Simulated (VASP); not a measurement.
Set up this calculation in VASP 6.6.1, as the native input.

| Item | Value |
| --- | --- |
| Task | relaxation of cell and atoms |
| Functional | PBE |
| Potentials or basis | VASP PAW PBE potentials, release 64 (Ta_pv, C) |
| Cutoff | 700 eV |
| k mesh | 16 × 16 × 16 |
| Occupations | gaussian, width 0.1 eV |
| Spin | no spin polarisation |
| Further INCAR settings | ALGO = Fast; EDIFF = 1e-07; IBRION = 2; EDIFFG = -0.002; NSW = 80; ISIF = 3 |

The structure of TaC lies in POSCAR:

```
TaC                                     
1.0
    0.0000000000      2.2388990280      2.2388990280
    2.2388990280     -0.0000000000      2.2388990280
    2.2388990280      2.2388990280      0.0000000000
  Ta              C             
     1     1
Direct
     0.0000000000000000    0.0000000000000000    0.0000000000000000
     0.5000000000000000    0.5000000000000000    0.5000000000000000
```

The input as run:

INCAR

```
PREC     = Accurate       # precision mode
ENCUT    = 700            # plane-wave cutoff, eV
EDIFF    = 1E-7           # SCF threshold, eV
ISMEAR   = 0              # smearing method
SIGMA    = 0.1            # smearing width, eV
LREAL    = False          # projectors in reciprocal space
LASPH    = True           # aspherical terms in the spheres
NELM     = 100            # most SCF steps
ALGO     = Fast           # electronic algorithm
ISIF     = 3              # what is computed and relaxed
LWAVE    = False          # write WAVECAR
LCHARG   = False          # write CHGCAR
GGA      = PE             # functional
IBRION   = 2              # ionic algorithm
NSW      = 80             # ionic steps
EDIFFG   = -0.002         # ionic threshold
```

KPOINTS

```
regular mesh
0
Gamma
  16 16 16
```

Potentials or basis: VASP PAW PBE potentials, release 64 (Ta_pv, C).

Launch:

```console
$ cat potpaw_PBE.64/Ta_pv/POTCAR potpaw_PBE.64/C/POTCAR > POTCAR
$ mpirun -np 1 vasp_std > vasp.out
```

Results of the run:

The pressure after relaxing is 0.0 GPa and the band gap on the k mesh is none (metal or under the smearing width).

Caveat: the relaxation stopped at its first step, so nothing moved.

Run time: 29 s on 1 thread of Intel(R) Xeon(R) 6975P-C (Granite Rapids), with other jobs on the host, peak memory 0.21 GiB.
